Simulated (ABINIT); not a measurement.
MgO:

```xyz
2
Lattice="0.0000 2.0970 2.0970 2.0970 0.0000 2.0970 2.0970 2.0970 0.0000" Properties=species:S:1:pos:R:3 pbc="T T T"
Mg    0.0000    0.0000    0.0000
O     2.0970    2.0970    2.0970
```

The cell is a database's computed one.

Base run:

| Property | Result |
| --- | --- |
| Program | ABINIT 10.8.3 (patched build) |
| Functional | BLYP |
| Potentials or basis | JTH PAW PBE v2.0 |
| Cutoff | 626 eV |
| k mesh | 11 × 11 × 11 |
| Occupations | fermi-dirac, width 0.05 eV |
| Spin | no spin polarisation |

Its results: band gap on the k mesh 5.12 eV, direct; pressure 10.0 GPa.

Question: The run is repeated on the same cell with these changes: functional from BLYP to PW91. What comes out?

Answer: Band gap on the k mesh 4.90 eV, direct; pressure 6.4 GPa.

PW91 binds more tightly than BLYP, so the same cell stands under less pressure.

Caveats: the PAW data sets were made with another functional, which shifts forces and pressure a little.
